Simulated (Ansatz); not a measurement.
A plane-wave DFT run in Ansatz 0.2.0 (scalar-relativistic PAW potentials unless the input names others): input and command.

```yaml
crystal:
  lattice:
    - [3.23753738, 1.8691930779, 4.2930236348]
    - [-3.23753738, 1.8691930779, 4.2930236348]
    - [0.0, -3.7383861557, 4.2930236348]
  atoms:
    - { symbol: Sn, position: [0.8647861192, 0.8647861192, 0.8647861192] }
    - { symbol: Sn, position: [0.3647880974, 0.3647880974, 0.8647863645] }
    - { symbol: Sn, position: [0.3647880974, 0.8647863645, 0.3647880974] }
    - { symbol: Sn, position: [0.8647863645, 0.3647880974, 0.3647880974] }
    - { symbol: O, position: [0.1211748892, 0.6211728502, 0.6211728502] }
    - { symbol: O, position: [0.6211728502, 0.1211748892, 0.6211728502] }
    - { symbol: O, position: [0.6211728502, 0.6211728502, 0.1211748892] }
    - { symbol: O, position: [0.6084017785, 0.6084017785, 0.6084017785] }
    - { symbol: O, position: [0.1211744909, 0.1211744909, 0.1211744909] }
    - { symbol: O, position: [0.1083992836, 0.1083992836, 0.608401895] }
    - { symbol: O, position: [0.1083992836, 0.608401895, 0.1083992836] }
    - { symbol: O, position: [0.608401895, 0.1083992836, 0.1083992836] }
basis:
  ecutwfc: 420
  xc_grid: 2
kpoints:
  mp_grid: { grid: [6, 6, 6] }
hamiltonian:
  xc: pbe
  dispersion: d3bj
scf:
  occupations: { method: gaussian, width: 0.02 }
output:
  forces: true
  eigenvalues: true
  stress: true
total_charge: -1
```

```bash
ansatz run input.yaml --threads 4 --pin off --max-ram 9216MiB --backend cpu --events-out ev --progress --plain --runs-dir out
```

Abridged log:
```
Warning: the atoms were moved onto the symmetric positions of the space group found under crystal.symmetry.tolerance 1.0e-5 (fractional; ...
Basis set: ecut = 420 eV, 3045 PW (Γ), exchange–correlation on 80×80×80 points (8 copies of the dense FFT grid, shifted against one another)
Bands: 65, of which v1, the nominal top of the filled ones, is band 53 counted from 1 (52 counted from 0)
Symmetry: 48 space group operations
k-points: 32 of 216
SCF iter   1: F=—  HF=-28625.557989 eV  |F-HF|=—  |Δ(HF+E_count)|=         —  Δρ=2.39e-2  dr2=6.49e-1  ethr=1.77e-3  ⟨swp⟩=6.2  Hψ=8238  notcnv=0  defer=13
SCF iter   2: F=—  HF=-28625.311006 eV  |F-HF|=—  |Δ(HF+E_count)|=   2.47e-1  Δρ=9.37e-3  dr2=1.32e-1  ethr=6.18e-4  ⟨swp⟩=3.0  Hψ=4253  notcnv=0  defer=217
SCF iter   3: F=—  HF=-28625.249082 eV  |F-HF|=—  |Δ(HF+E_count)|=   6.19e-2  Δρ=2.69e-3  dr2=1.36e-2  ethr=1.26e-4  ⟨swp⟩=2.8  Hψ=3927  notcnv=0  defer=89
automatic band count: iteration 3 solves 61 bands in place of 65: the levels show a gap, and the empty bands left out lie too high to hold charge; the band table lists the bands solved (type scf.n_extra_bands for more)
SCF iter   4: F=—  HF=-28625.243865 eV  |F-HF|=—  |Δ(HF+E_count)|=   5.22e-3  Δρ=9.25e-4  dr2=1.52e-3  ethr=1.30e-5  ⟨swp⟩=2.0  Hψ=2900  notcnv=0  defer=89
SCF iter   5: F=—  HF=-28625.243930 eV  |F-HF|=—  |Δ(HF+E_count)|=   6.47e-5  Δρ=2.95e-4  dr2=1.23e-4  ethr=1.44e-6  ⟨swp⟩=2.5  Hψ=3148  notcnv=0  defer=89
SCF iter   6: F=—  HF=-28625.244029 eV  |F-HF|=—  |Δ(HF+E_count)|=   9.91e-5  Δρ=4.54e-5  dr2=3.75e-6  ethr=1.17e-7  ⟨swp⟩=2.0  Hψ=2770  notcnv=0  defer=89
SCF iter   7: F=—  HF=-28625.244043 eV  |F-HF|=—  |Δ(HF+E_count)|=   1.37e-5  Δρ=1.36e-5  dr2=2.97e-7  ethr=3.57e-9  ⟨swp⟩=2.2  Hψ=2825  notcnv=0  defer=89
SCF iter   8: F=-28625.244044 eV  HF=-28625.244044 eV  |F-HF|=2.03e-8  |Δ(HF+E_count)|=   1.16e-6  Δρ=3.15e-6  dr2=1.73e-8  ethr=9.52e-11  ⟨swp⟩=12.4  Hψ=8716  notcnv=0
SCF 1 converged in 8 iterations: F = -28625.244044 eV  dr2 = 1.73e-8
SCF converged after 8 iterations
Free energy (F): -28625.244044 eV
Harris-Foulkes:  -28625.244044 eV  (|F-HF|=2.03e-8)
Internal energy: -28625.244044 eV  (E = F + TS)
E sigma→0 (E₀):  -28625.244044 eV
Entropy (-TS):    0.000000 eV ( 0.000 meV/atom)
Fermi energy:    11.813905 eV
  E_disp       = -2.411522  (pairwise vdW)
--- Forces (eV/Å), atoms counted from 1 ---
  atom   1  Sn     0.00000000     0.00000000     0.00000000
  atom   2  Sn     0.00000000     0.00000000     0.00000000
  atom   3  Sn     0.00000000     0.00000000     0.00000000
  atom   4  Sn     0.00000000     0.00000000     0.00000000
  atom   5  O      0.00000000     0.00000000    -0.23081126
  atom   6  O      0.00000000     0.00000000    -0.23081126
  atom   7  O      0.00000000     0.00000000    -0.23081126
  atom   8  O      0.00000000     0.00000000     0.23081126
  atom   9  O      0.00000000     0.00000000    -0.23081126
  atom  10  O      0.00000000     0.00000000     0.23081126
  atom  11  O      0.00000000     0.00000000     0.23081126
  atom  12  O      0.00000000     0.00000000     0.23081126
--- Stress (GPa, compression-positive) ---
        6.837273       0.000000       0.000000
        0.000000       6.837273       0.000000
        0.000000       0.000000       3.072228
  P = ⅓ Tr σ = 5.5823 GPa (55.823 kbar)
```

Apart from outputs, empty bands and the relaxation, which only the reference makes, the input differs from a reference run on usual settings in basis.xc_grid: not typed → 2; total_charge: not typed → -1. The reference, at the same geometry, ended its own course with pressure -0.01 GPa, largest force 0.000 eV/Å, gap on the mesh 1.57 eV. This run converged in 8 SCF iterations with a total energy on another zero, pressure 5.58 GPa (with the neutralising background of the charged cell), largest force 0.231 eV/Å, no gap on the mesh.

The run took 13 s on 4 threads of Intel(R) Xeon(R) Processor @ 2.50GHz (Skylake/Cascade Lake), on a shared host, peak memory 0.7 GiB.